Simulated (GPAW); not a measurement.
# Si (I4_1/amd) in GPAW: notebook

One crystal, Si, is run at these levels: AM05, PBE; tasks: single point.

Everything below comes from runs of GPAW 26.7.0. Logs are shortened: lines on timing, memory, paths and dates and some standing lists are left out, and cuts for length are marked. The log counts tension as positive stress, the text compression.

## 1. The structure

It takes space group I4_1/amd (No. 141, tetragonal). The conventional cell has a = 4.743 Å, b = 4.743 Å, c = 2.659 Å, α = 90.00°, β = 90.00°, γ = 90.00°. Si (site symmetry -4m2) is surrounded by 6 Si at 2.46 to 2.66 Å.

This isn't the form of Si at room conditions, which is diamond.

## 2. Single point, AM05

Input file run.py:

```python
from ase.dft.bandgap import bandgap
from ase.io import write
from ase.spacegroup import crystal
from ase.units import GPa
from gpaw import GPAW, PW, setup_paths

setup_paths.insert(0, '.')

# Si 4b
atoms = crystal(['Si'],
                basis=[[0.0, 0.0, 0.5]],
                spacegroup=141, setting=1,  # I4_1/amd
                cellpar=[4.74274461, 4.74274461, 2.65853078, 90.0, 90.0, 90.0],
                primitive_cell=True)

calc = GPAW(mode=PW(400),
            xc='AM05',
            kpts={'size': (9, 9, 9), 'gamma': True},
            occupations={'name': 'fermi-dirac', 'width': 0.05},
            nbands=11,
            maxiter=120,
            txt='gpaw.txt')
atoms.calc = calc
energy = atoms.get_potential_energy()
forces = atoms.get_forces()
stress = atoms.get_stress()
calc.write('gs.gpw')
write('result.traj', atoms)
print(f'Energy: {energy:.6f} eV')
print('Forces (eV/A):')
print(forces.round(4))
print('Stress (GPa):', (stress / GPa).round(3))
print('Fermi level:', round(calc.get_fermi_level(), 4), 'eV')
print(f'Gap: {bandgap(calc)[0]:.4f} eV, direct: {bandgap(calc, direct=True)[0]:.4f} eV')
```

Potentials or basis: PAW data sets generated in the run's folder for this functional, pw.

The run is started by

```sh
$ gpaw-setup -f AM05 Si
$ OMP_NUM_THREADS=1 python run.py
```

gpaw.txt:

```text
__  _  _
 | _ |_)|_||  |
 |__||  | ||/\| - 26.7.0

Input parameters:
  mode=PW(ecut=400.0),
  kpts=MonkhorstPack(size=(9, 9, 9), gamma=True),
  maxiter=120,
  nbands=11,
  occupations=Occupations(name='fermi-dirac', width=0.05),
  xc=XC(name='AM05')

Diagonalizing LCAO Hamiltonian
Converting LCAO to pw mode

       Si    Si

Atoms  # Å, Bohr magnetons
|   | symbol |        x |        y |        z |    initial magnetic moments |
|---|--------|----------|----------|----------|-----------------------------|
| 0 |     Si | 0.000000 | 0.000000 | 1.329265 | ( 0.0000,  0.0000,  0.0000) |
| 1 |     Si | 2.371372 | 0.000000 | 0.664633 | ( 0.0000,  0.0000,  0.0000) |

Unit cell  # Å
| periodic |         x |         y |         z |  lengths |     angles |
|----------|-----------|-----------|-----------|----------|------------|
|      yes | -2.371372 |  2.371372 |  1.329265 | 3.607459 |  97.803451 |
|      yes |  2.371372 | -2.371372 |  1.329265 | 3.607459 |  97.803451 |
|      yes |  2.371372 |  2.371372 | -1.329265 | 3.607459 | 136.756567 |

Number of symmetries: 8
Symmetry operations  # r_c * U_cc + t_c -> r_c
|   | kind |            matrix            |
|---|------|------------------------------|
| 0 |  σ   |  1, 1, 1,  0, 0,-1,  0,-1, 0 |
| 1 |  E   |  1, 0, 0,  0, 1, 0,  0, 0, 1 |
| 2 |  C2  |  0, 1, 0,  1, 0, 0, -1,-1,-1 |
| 3 |  S4  |  0, 0, 1, -1,-1,-1,  0, 1, 0 |
| 4 |  σ   |  0, 0,-1,  1, 1, 1, -1, 0, 0 |
| 5 |  C2  |  0,-1, 0, -1, 0, 0,  0, 0,-1 |
| 6 |  C2  | -1, 0, 0,  0,-1, 0,  1, 1, 1 |
| 7 |  S4  | -1,-1,-1,  0, 0, 1,  1, 0, 0 |

BZ-sampling:
  Number of BZ points: 729
  Number of IBZ points: 75

  Monkhorst-Pack size: [9, 9, 9]
  Monkhorst-Pack shift: [0, 0, 0]

K-points  # in reciprocal-cell coordinates
|     |                                coordinates |     weight |
|-----|--------------------------------------------|------------|
|   0 | (  0.00000000,   0.00000000,   0.00000000) | 0.00137174 |
|   1 | (  0.11111111,  -0.11111111,   0.00000000) | 0.00548697 |
|   2 | (  0.11111111,  -0.11111111,   0.11111111) | 0.00548697 |
|   3 | (  0.11111111,   0.00000000,   0.00000000) | 0.01097394 |
|   4 | (  0.11111111,   0.11111111,  -0.11111111) | 0.00274348 |
|   5 | (  0.22222222,  -0.22222222,   0.00000000) | 0.00548697 |
|   6 | (  0.22222222,  -0.22222222,   0.11111111) | 0.01097394 |
|   7 | (  0.22222222,  -0.22222222,   0.22222222) | 0.00548697 |
|   8 | (  0.22222222,  -0.11111111,   0.00000000) | 0.02194787 |
|   9 | (  0.22222222,  -0.11111111,   0.11111111) | 0.01097394 |
| ... |                                            |            |
|  74 | (  0.44444444,   0.44444444,   0.44444444) | 0.01097394 |

Plane wave coefficients: 553
Cutoff: 400.0 eV

Spin-components: 1 (collinear spins)
Bands:           11
Projectors:      10
Spin-degeneracy: 2
Datatype:        complex128

Parallelization:
  kpt:    1
  domain: 1
  band:   1

Density:
  Valence electrons: 8.0
  Components: 1
  Grid points: [18 18 18]
  Charge: 0.0  # |e|

Potential:
  Grid points: [18 18 18]

species:
  Si:
    name:    Silicon
    Z:       14.0
    valence: 4
    core:    10
    charge:  0.0  # [|e|]
    compensation charges:
      type: gauss
      rc: 0.33  # [Å]
      lmax: 2
    cutoffs:
      filter: 1.86  # [Å]
      core: 2.06  # [Å]
    projectors
    | kind |    occ | energy [eV] | rcut [Å] |
    |------|--------|-------------|----------|
    |   3s |  2.000 |     -10.727 |    1.058 |
    |   3p |  2.000 |      -4.032 |    1.058 |
    |    s |        |      16.485 |    1.058 |
    |    p |        |      23.180 |    1.058 |
    |    d |        |       0.000 |    1.058 |

    Using partial waves for Si as LCAO basis

Reference energy: -15723.590491  # eV

eigensolver:
  PPCG
  Converge bands: occupied
  niter=2

density mixing:
  MSR1-Mixer
  Pratt-step length: 0.05
  Maximum mixing coefficient: 0.75
  Old densities: 10
  SVD Regularization: 0.005
  Good broyden scale: 1.0
  Trust region scale: 1.0
  Backstep threshold: 4.0
  History deletion threshold: 6.0
  Fourier metric: weight=20.0, sigma=0.015

occupation numbers:
  Fermi-Dirac:
    width: 0.0500  # eV

poisson solver:
  ecut: 3200.0  # eV

xc functional:
  name: AM05 with 2 nearest neighbor stencil

convergence criteria:
- Maximum [total energy] change in last 3 cyles: 0.0005 eV / valence electron
- Maximum integral of absolute [dens]ity change: 0.0001 electrons / valence electron
- Maximum integral of absolute [eigenst]ate change: 4e-08 eV^2 / valence electron
maximum number of iterations: 120

SCF iterations
|iter     | |      energy | eigst |  dens |
|---------|-|-------------|-------|-------|
|iter:   1| |  -10.748853 | -0.13 |       |
|iter:   2| |  -10.751533 | -3.16 | -1.09 |
|iter:   3| |  -10.761548 | -3.17 | -1.11 |
|iter:   4| |  -10.763253 | -3.91 | -1.62 |
|iter:   5| |  -10.763253c| -5.93 | -2.73 |
|iter:   6| |  -10.763253c| -7.94c| -3.59 |
|iter:   7| |  -10.763253c| -7.80c| -4.07c|

Converged in 7 steps
Energy contributions relative to reference atoms: (reference = -15723.590491)

Energy contributions:
  Kinetic:          11.327825
  Coulomb:          -8.207147
  Zero:             -0.037544
  External:          0.000000
  Xc:              -13.843492
  Entropy:          -0.005790
  Spinorbit:         0.000000
  ----------------------------
  Free energy:     -10.766148
  Extrapolated:    -10.763253

dipole moment: (-0.834943, -9.496476, 2.895619)  # |e|*Ang

Fermi level: 8.690
Eigenvalues  # (at kpt = [0.000, 0.000, 0.000])
| band index |      eig [eV] | occ [0-2] |
|------------|---------------|-----------|
|          0 |        -5.251 |     2.000 |
|          1 |         6.225 |     2.000 |
|          2 |         6.225 |     2.000 |
|          3 |         6.977 |     2.000 |
|          4 |        10.087 |     0.000 |
|          5 |        16.260 |     0.000 |
|          6 |        17.816 |     0.000 |
|          7 |        17.816 |     0.000 |
|          8 |        17.817 |     0.000 |
|          9 |        18.940 |     0.000 |
|         10 |        19.351 |     0.000 |

No gap
No difference between direct/indirect transitions

Forces  # eV/Ang
|        x |        y |        z |
|----------|----------|----------|
|  0.00000 |  0.00000 | -0.00000 |  # Si   0
| -0.00000 | -0.00000 |  0.00000 |  # Si   1

Stress tensor  # eV/Ang^3
|         x |         y |         z |
|-----------|-----------|-----------|
| -0.001332 |  0.000000 |  0.000000 |
|  0.000000 | -0.001332 | -0.000000 |
|  0.000000 | -0.000000 |  0.006357 |

# Writing to gs.gpw (mode='')
```

stdout:

```text
Energy: -10.763253 eV
Forces (eV/A):
[[ 0.  0. -0.]
 [-0. -0.  0.]]
Stress (GPa): [-0.213 -0.213  1.018 -0.     0.     0.   ]
Fermi level: 8.6904 eV
Gap: 0.0000 eV, direct: 0.0000 eV
```

Wall time 9.4 s (1 thread of Arm Neoverse V2, shared host); peak memory 0.13 GiB.

The run converged, but some of its settings lie outside the range that counts as converged, so its numbers aren't taken as properties of the crystal.

Results:

* Free energy: -10.7661 eV
* Pressure: -0.2 GPa
* Band gap on the k mesh: none (metal or under the smearing width)

Caveat: the cutoff is short for stress and forces, so pressures can be off by a GPa or more.

## 3. Single point, PBE

Input file run.py:

```python
from ase import Atoms
from ase.dft.bandgap import bandgap
from ase.io import write
from ase.units import GPa
from gpaw import GPAW, PW

atoms = Atoms(['Si', 'Si'],
              cell=[[-2.3713723045, 2.3713723045, 1.3292653899],
                    [2.3713723045, -2.3713723045, 1.3292653899],
                    [2.3713723045, 2.3713723045, -1.3292653899]],
              scaled_positions=[[0.5, 0.5, 0.0],
                                [0.25, 0.75, 0.5]],
              pbc=True)

calc = GPAW(mode=PW(500),
            xc='PBE',
            kpts={'size': (9, 9, 9), 'gamma': True},
            occupations={'name': 'fermi-dirac', 'width': 0.05},
            nbands=11,
            maxiter=120,
            txt='gpaw.txt')
atoms.calc = calc
energy = atoms.get_potential_energy()
forces = atoms.get_forces()
stress = atoms.get_stress()
calc.write('gs.gpw')
write('result.traj', atoms)
print(f'Energy: {energy:.6f} eV')
print('Forces (eV/A):')
print(forces.round(4))
print('Stress (GPa):', (stress / GPa).round(3))
print('Fermi level:', round(calc.get_fermi_level(), 4), 'eV')
print(f'Gap: {bandgap(calc)[0]:.4f} eV, direct: {bandgap(calc, direct=True)[0]:.4f} eV')
```

Potentials or basis: GPAW PAW data sets (gpaw-data 1.2.1), pw.

The run is started by

```sh
$ OMP_NUM_THREADS=1 python run.py
```

Wall time 14 s (1 thread of Intel Xeon Platinum 8259CL at 2.50GHz (Skylake/Cascade Lake), shared host); peak memory 0.14 GiB.

Results (log left out):

| Quantity | Value |
| --- | --- |
| Free energy | -10.2155 eV |
| Pressure | 3.8 GPa |
| Band gap on the k mesh | none (metal or under the smearing width) |

Stress tensor (GPa, compression positive):
```
4.03 0.00 0.00
0.00 4.03 0.00
0.00 0.00 3.21
```

Levels at points of the mesh, in eV from the Fermi level:
```
           k point  band 2  band 3  band 4  band 5  band 6  band 7
(0.00, 0.00, 0.00)   -2.47   -2.47   -1.77    1.53    7.51    9.11
```

Caveat: the cutoff is short for stress and forces, so pressures can be off by a GPa or more.
